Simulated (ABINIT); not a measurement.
Bi:

```
Bi
1.0
     2.26750    1.30914    3.93800
    -2.26750    1.30914    3.93800
     0.00000   -2.61828    3.93800
Bi
2
Direct
  0.76600 0.76600 0.76600
  0.23400 0.23400 0.23400
```

Base run:

```yaml
Program: ABINIT 10.8.3 (patched build)
Functional: PW91
Potentials_or_basis: JTH PAW PBE v2.0
Cutoff: 707 eV
k_mesh: 7 × 7 × 7
Occupations: fermi-dirac, width 0.05 eV
Spin: no spin polarisation
```

Its results: pressure 1.5 GPa; largest force 0.196 eV/Å.

Q: After a change of settings the same cell gave: pressure 2.6 GPa; largest force 0.229 eV/Å. Which change was it?
A. functional from PW91 to SCAN
B. functional from PW91 to revPBE
C. functional from PW91 to WC

A: B.

revPBE binds less tightly than PW91, so the same cell stands under more pressure.

Caveats: the PAW data sets were made with another functional, which shifts forces and pressure a little.
